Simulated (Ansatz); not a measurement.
## CsPbI$_{3}$ in the cubic perovskite structure (space group Pm-3m, No. 221)

CsPbI3 has the cubic space group Pm-3m (No. 221), the cubic perovskite structure, Pearson symbol cP5. Lattice parameters: a = b = c = 6.3905 Å, α = β = γ = 90.00°. Cs on 1a is coordinated by 12 I at 4.519 Å (cuboctahedral). Pb on 1b is coordinated by 6 I at 3.195 Å (octahedral). I on 3c has 2 Pb at 3.195 Å and 4 Cs at 4.519 Å (octahedral). (Neighbours: up to the widest gap in distance over summed covalent radii, below 1.35, at either atom; cation-cation and far metal-metal contacts left out.)

Calculations: PBE, PAW, 420 eV (Ansatz, a program for electronic structure; no spin-orbit coupling). Settings: 5×5×5 k-points, 0.05 eV Fermi–Dirac smearing.

```yaml
volume_per_atom: 52.20 Å³
density: 4.59 g/cm³
band_gap: 1.48 eV, direct at R
Electron mass (degenerate bands, along [100]): 0.070, 0.77, 0.77 mₑ
hole_mass: 0.15 mₑ
Lowest conduction-band minima above the VBM: R along ⟨111⟩ 1.48 eV
total_energy: -8024.201 eV/atom (σ→0; compares only within this code and set-up)
```

Spin-orbit coupling, missing from the scalar runs, can matter with I and Pb. Masses are band curvatures over ±0.01 Å⁻¹ around the edge. Stability against distortions was not tested. Many cubic perovskites are stable only at high temperature; tilts and polar distortions were not tested. This is not the structure that CsPbI3 has at room temperature and ambient pressure.
